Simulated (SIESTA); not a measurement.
**Sr under changes of volume**

One of the cells (57.446 Å³/atom); the others are scaled copies at fixed shape and fractional positions:

```xyz
1
Lattice="0.0000 3.0625 3.0625 3.0625 0.0000 3.0625 3.0625 3.0625 0.0000" Properties=species:S:1:pos:R:3 pbc="T T T"
Sr    0.0000    0.0000    0.0000
```

| Property | Result |
| --- | --- |
| Program | SIESTA 5.4.2 |
| Functional | PBE |
| Potentials or basis | PseudoDojo 0.4 standard (PBE files) |
| Basis | DZP (energy shift 0.003 Ry; two zetas on semicore shells; d shell added on Sr) |
| Grid cutoff | 500 Ry |
| Energy shift | 0.003 Ry |
| k mesh | 8 × 8 × 8 |
| Occupations | fermi-dirac, width 0.05 eV |
| Spin | no spin polarisation |

```csv
volume (Å³/atom),energy over the lowest point (meV/atom),pressure (GPa)
52.940,?,?
54.067,0.00,0.1
55.193,0.37,-0.1
57.446,5.95,-0.6
58.572,10.83,-0.8
59.698,16.93,-0.9
```

Problem. What does the run at 52.940 Å³/atom give?

Solution. Energy over the lowest point 1.46 meV/atom; pressure 0.4 GPa.

Worked out: A Birch-Murnaghan fit of order 3 (a polynomial in V^(-2/3)) to the other rows has its minimum at 54.39 Å³/atom with B0 = V·E''(V) = 12.3 GPa and B' = 4.1. It gives 1.48 meV/atom at 52.940 Å³/atom, against the run's 1.46, and -dE/dV = 0.4 GPa, against 0.4.

Energies are extrapolated to zero smearing.

Caveats: the basis of atomic orbitals isn't converged, which shifts pressures, moduli and gaps.
